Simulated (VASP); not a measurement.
# SnS2 in VASP: relaxation of cell and atoms with PBE

Aim: the relaxation of cell and atoms of SnS2 with PBE.

All numbers are computed with VASP 6.6.1; they aren't measurements. Logs are shortened: lines on timing, memory, paths and dates and some standing lists are left out, and cuts for length are marked.

## Step 1: The structure

The cell holds a sheet with vacuum, 3 atoms: a = 3.680 Å, b = 3.680 Å, c = 18.960 Å, α = 90.00°, β = 90.00°, γ = 120.00°.

The cell was built by a generator and needn't be a form met in nature.

## Step 2: Relaxation of cell and atoms, PBE

INCAR

```
SYSTEM = SnS2
  PREC = Accurate
  ENCUT = 600
  EDIFF = 1E-6
  ISMEAR = 0
  SIGMA = 0.03
  LREAL = .False.
  LASPH = .True.
  NELM = 120
  ALGO = Normal
  ISIF = 3
  LWAVE = .False.
  LCHARG = .False.
  GGA = PE
  IBRION = 2
  NSW = 60
  EDIFFG = -0.005
  LATTICE_CONSTRAINTS = .TRUE. .TRUE. .FALSE.
  KPAR = 2
```

KPOINTS

```
regular mesh
0
Gamma
  12 12 1
  0 0 0
```

POSCAR

```
SnS2
1.0
    3.6800000000      0.0000000000      0.0000000000
   -1.8400000000      3.1869734900      0.0000000000
    0.0000000000      0.0000000000     18.9600000000
S Sn
2 1
Direct
    0.3333330000      0.6666670000      0.4219409300
    0.6666670000      0.3333330000      0.5780590700
    0.0000000000      0.0000000000      0.5000000000
```

Potentials or basis: VASP PAW PBE potentials, release 64 (S, Sn_d).

The run is started by

```
$ cat potpaw_PBE.64/S/POTCAR potpaw_PBE.64/Sn_d/POTCAR > POTCAR
$ mpirun -np 2 vasp_std > vasp.out
```

OUTCAR:

```text
SYSTEM = SnS2
   PREC = Accurate
   ENCUT = 600
   EDIFF = 1E-6
   ISMEAR = 0
   LREAL = .False.
   LASPH = .True.
   NELM = 120
   ISIF = 3
   GGA = PE
   IBRION = 2
   NSW = 60
   EDIFFG = -0.005

 ion  position               nearest neighbor table
   1  0.333  0.667  0.422-   3 2.59   3 2.59   3 2.59
   2  0.667  0.333  0.578-   3 2.59   3 2.59   3 2.59
   3  0.000  0.000  0.500-   1 2.59   2 2.59   2 2.59   1 2.59   2 2.59   1 2.59

  LATTYP: Found a hexagonal cell.
 ALAT       =     3.6800000000
 C/A-ratio  =     5.1521739130

  Lattice vectors:

 A1 = (   3.6800000000,   0.0000000000,   0.0000000000)
 A2 = (  -1.8400000000,   3.1869734900,   0.0000000000)
 A3 = (   0.0000000000,   0.0000000000,  18.9600000000)

Analysis of symmetry for initial positions (statically):
=====================================================================
 Subroutine PRICEL returns:
 Original cell was already a primitive cell.

 Routine SETGRP: Setting up the symmetry group for a
 hexagonal supercell.

 Subroutine GETGRP returns: Found 12 space group operations
 (whereof 12 operations were pure point group operations)
 out of a pool of 24 trial point group operations.

The static configuration has the point symmetry D_3d.

Analysis of symmetry for dynamics (positions and initial velocities):
=====================================================================
 Subroutine PRICEL returns:
 Original cell was already a primitive cell.

 Routine SETGRP: Setting up the symmetry group for a
 hexagonal supercell.

 Subroutine GETGRP returns: Found 12 space group operations
 (whereof 12 operations were pure point group operations)
 out of a pool of 24 trial point group operations.

The dynamic configuration has the point symmetry D_3d.

 Subroutine INISYM returns: Found 12 space group operations
 (whereof 12 operations are pure point group operations),
 and found     1 'primitive' translations

----------------------------------------------------------------------------------------

                                     Primitive cell

  volume of cell :     222.3641

  direct lattice vectors                    reciprocal lattice vectors
     3.680000000  0.000000000  0.000000000     0.271739130  0.156888660  0.000000000
    -1.840000000  3.186973490  0.000000000     0.000000000  0.313777320  0.000000000
     0.000000000  0.000000000 18.960000000     0.000000000  0.000000000  0.052742616

  length of vectors
     3.680000000  3.680000004 18.960000000     0.313777320  0.313777320  0.052742616

  position of ions in fractional coordinates (direct lattice)
     0.333333000  0.666667000  0.421940930
     0.666667000  0.333333000  0.578059070
     0.000000000  0.000000000  0.500000000

  ion indices of the primitive-cell ions
   primitive index   ion index
                 1           1
                 2           2
                 3           3

----------------------------------------------------------------------------------------

 KPOINTS: regular mesh

Automatic generation of k-mesh.
 Grid dimensions read from file:
 generate k-points for:   12   12    1

 Generating k-lattice:

  Cartesian coordinates                     Fractional coordinates (reciprocal lattice)
     0.022644928  0.013074055  0.000000000     0.083333333 -0.000000000  0.000000000
     0.000000000  0.026148110  0.000000000     0.000000000  0.083333333  0.000000000
     0.000000000  0.000000000  0.052742616     0.000000000  0.000000000  1.000000000

  Length of vectors
     0.026148110  0.026148110  0.052742616

  Shift w.r.t. Gamma in fractional coordinates (k-lattice)
     0.000000000  0.000000000  0.000000000

 Subroutine IBZKPT returns following result:
 ===========================================

 Found     19 irreducible k-points:

 Following reciprocal coordinates:
            Coordinates               Weight
  0.000000  0.000000  0.000000      1.000000
  0.083333 -0.000000  0.000000      6.000000
  0.166667  0.000000  0.000000      6.000000
  0.250000 -0.000000  0.000000      6.000000
  0.333333  0.000000  0.000000      6.000000
  0.416667 -0.000000  0.000000      6.000000
[... 11 lines left out ...]
  0.333333  0.250000  0.000000     12.000000
  0.333333  0.333333  0.000000      2.000000
   k-points           NKPTS =     19   k-points in BZ     NKDIM =     19   number of bands    NBANDS=     17
   number of dos      NEDOS =    301   number of ions     NIONS =      3
   total plane-waves  NPLWV = 144000
   dimension x,y,z NGX =    30 NGY =   30 NGZ =  160
   dimension x,y,z NGXF=    60 NGYF=   60 NGZF=  320
   ions per type =               2   1
   NGX,Y,Z   is equivalent  to a cutoff of  13.55, 13.55, 14.03 a.u.
   NGXF,Y,Z  is equivalent  to a cutoff of  27.11, 27.11, 28.06 a.u.
 SYSTEM =  SnS2
   PREC   = accura    normal or accurate (medium, high low for compatibility)
   ISTART =      0    job   : 0-new  1-cont  2-samecut
   ICHARG =      2    charge: 1-file 2-atom 10-const
   ISPIN  =      1    spin polarized calculation?
   LNONCOLLINEAR =      F non collinear calculations
   LSORBIT =      F    spin-orbit coupling
   LASPH  =      T    aspherical Exc in radial PAW
   ENCUT  =  600.0 eV  44.10 Ry    6.64 a.u.   7.35  7.35 37.87*2*pi/ulx,y,z
   NELM   =    120;   NELMIN=  2; NELMDL= -5     # of ELM steps
   EDIFF  = 0.1E-05   stopping-criterion for ELM
   LREAL  =      F    real-space projection
   EDIFFG = -.5E-02   stopping-criterion for IOM
   NSW    =     60    number of steps for IOM
   IBRION =      2    ionic relax: 0-MD 1-quasi-New 2-CG
   NFREE  =      1    steps in history (QN), initial steepest desc. (CG)
   ISIF   =      3    stress and relaxation
   ISYM   =      2    0-nonsym 1-usesym 2-fastsym
   POTIM  = 0.5000    time-step for ionic-motion
   TEBEG  =    0.0;   TEEND  =   0.0 temperature during run
   PSTRESS=    0.0 pullay stress
   NELECT =      26.0000    total number of electrons
   NUPDOWN=      -1.0000    fix difference up-down
   EMIN   =  10.00;   EMAX   =-10.00  energy-range for DOS
   EFERMI =   0.00;   METHOD = LEGACY
   ISMEAR =     0;   SIGMA  =   0.03  broadening in eV -4-tet -1-fermi 0-gaus
   EFERMI_NEDOS =   21; number of points for ismear=-14 and -15
   IALGO  =     38    algorithm
   IMIX   =      4    mixing-type and parameters
     AMIX     =   0.40;   BMIX     =  1.00
     AMIX_MAG =   1.60;   BMIX_MAG =  1.00
  volume/ion in A,a.u.               =      74.12       500.20
  Fermi-wavevector in a.u.,A,eV,Ry     =   0.800530  1.512783  8.719276  0.640849
  Thomas-Fermi vector in A             =   1.907844
   LORBIT       =      0    0 simple, 1 ext, 2 COOP (PROOUT), +10 PAW based schemes
   GGA     = PE    functional components
   LHFCALC =     F    Hartree Fock is set to
   AEXX    =    0.0000 exact exchange contribution
   IVDW    =     0    specifies the selected vdW correction
   LEPSILON=     F    determine dielectric tensor
   LRPA    =     F    only Hartree local field effects (RPA)
 conjugate gradient relaxation of ions
 non-spin polarized calculation
 Gauss-broadening in eV      SIGMA  =   0.03
  energy-cutoff  :      600.00
  volume of cell :      222.36
 maximum number of plane-waves:      7509
 NGX is ok and might be reduce to    30
   NGX = 15   NGY = 15   NGZ = 75

--------------------------------------- Ionic step        1  -------------------------------------------

 number of electron      25.9999999 magnetization

 Free energy of the ion-electron system (eV)
  ---------------------------------------------------
  ext. energy  EPLUGINS =         0.00000000
  ---------------------------------------------------
  free energy    TOTEN  =       -13.21189177 eV

  energy without entropy =      -13.21189177  energy(sigma->0) =      -13.21189177

------------------------ aborting loop because EDIFF is reached ----------------------------------------

  FORCE on cell =-STRESS in cart. coord.  units (eV):
  Direction    XX          YY          ZZ          XY          YZ          ZX
  --------------------------------------------------------------------------------------
  -------------------------------------------------------------------------------------
  Total        0.4139098      0.4139098      0.1565565     -0.0000000      0.0000000      0.0000000
  in kB        2.9823023      2.9823023      1.1280208     -0.0000000      0.0000000      0.0000000
  external PRESSURE =       2.3642085 kB  Pullay stress =       0.0000000 kB

 VOLUME and BASIS-vectors are now :
 -----------------------------------------------------------------------------
  energy-cutoff  :      600.00
  volume of cell :      222.36
      direct lattice vectors                 reciprocal lattice vectors
     3.680000000  0.000000000  0.000000000     0.271739130  0.156888660  0.000000000
    -1.840000000  3.186973490  0.000000000     0.000000000  0.313777320  0.000000000
     0.000000000  0.000000000 18.960000000     0.000000000  0.000000000  0.052742616
[... 112 lines left out ...]
 POSITION                                       TOTAL-FORCE (eV/Angst)
 -----------------------------------------------------------------------------------
     -0.00000      2.13494      7.99928         0.000000     -0.000000      0.016480
      1.84891      1.06747     10.96072        -0.000000      0.000000     -0.016480
      0.00000      0.00000      9.48000         0.000000      0.000000     -0.000000
 -----------------------------------------------------------------------------------
    total drift:                                0.000000      0.000000      0.000000

  FREE ENERGIE OF THE ION-ELECTRON SYSTEM (eV)
  ---------------------------------------------------
  free  energy   TOTEN  =       -13.2139393391 eV

  energy  without entropy=      -13.2139393391  energy(sigma->0) =      -13.21393934

--------------------------------------- Ionic step        5  -------------------------------------------

 number of electron      26.0000002 magnetization

 Free energy of the ion-electron system (eV)
  ---------------------------------------------------
  ext. energy  EPLUGINS =         0.00000000
  ---------------------------------------------------
  free energy    TOTEN  =       -13.21397921 eV

  energy without entropy =      -13.21397921  energy(sigma->0) =      -13.21397921

 E-fermi :  -3.1909     XC(G=0):  -3.4563

 val. band max:       -3.3929432207   @ k =   0.1667   0.0000   0.0000
 cond. band min:      -1.8197993277   @ k =   0.5000  -0.0000   0.0000
 fundamental gap:      1.5731438930
 Fermi energy:        -3.1909070791

 k-point     1 :       0.0000    0.0000    0.0000
  band No.  band energies     occupation
      1     -24.1261      2.00000
      2     -24.1261      2.00000
      3     -24.0912      2.00000
      4     -24.0674      2.00000
      5     -24.0674      2.00000
      6     -16.6408      2.00000
[... 9 lines left out ...]
     16       2.0248      0.00000
     17       2.0248      0.00000
[... 380 lines left out ...]
 POSITION                                       TOTAL-FORCE (eV/Angst)
 -----------------------------------------------------------------------------------
     -0.00000      2.13584      8.00140         0.000000      0.000000      0.000188
      1.84969      1.06792     10.95860        -0.000000      0.000000     -0.000188
      3.69937      0.00000      9.48000        -0.000000      0.000000      0.000000
 -----------------------------------------------------------------------------------
    total drift:                                0.000000      0.000000      0.000000

  FREE ENERGIE OF THE ION-ELECTRON SYSTEM (eV)
  ---------------------------------------------------
  free  energy   TOTEN  =       -13.2139792121 eV

  energy  without entropy=      -13.2139792121  energy(sigma->0) =      -13.21397921

 reached required accuracy - stopping structural energy minimisation
```

Wall time 93 s (2 MPI ranks of Intel Xeon 6975P-C (Granite Rapids), shared host); peak memory 0.44 GiB.

Results:

```
Free energy                            : -13.2140 eV
Relaxed volume                         : 74.90 Å³/atom
Relaxed cell                           : a = 3.699 Å, b = 3.699 Å, c = 18.960 Å, α = 90.00°, β = 90.00°, γ = 120.00°
Space group after relaxing (to 0.05 Å) : P-3m1 (No. 164)
Energy gained by relaxing              : 0.7 meV/atom
Ionic steps                            : 5
Band gap on the k mesh                 : 1.57 eV, indirect (least direct gap 1.81 eV)
```

Step by step:
```tsv
step	energy change (eV)	largest force (eV/Å)	pressure (GPa)	volume (Å³)
1	0.0000	0.0549	0.24	222.36
2	-0.0016	0.0593	-0.12	225.33
3	-0.0020	0.0253	-0.01	224.42
4	-0.0020	0.0165	-0.01	224.52
5	-0.0021	0.0002	0.00	224.71
```

Final structure:
```
S Sn
1.0
     3.69937    0.00000    0.00000
    -1.84969    3.20375    0.00000
     0.00000    0.00000   18.96000
S Sn
2 1
Direct
  0.33333 0.66667 0.42201
  0.66667 0.33333 0.57799
  0.00000 0.00000 0.50000
```

Caveat: spin-orbit coupling is left out, which moves the levels of the heavy elements.
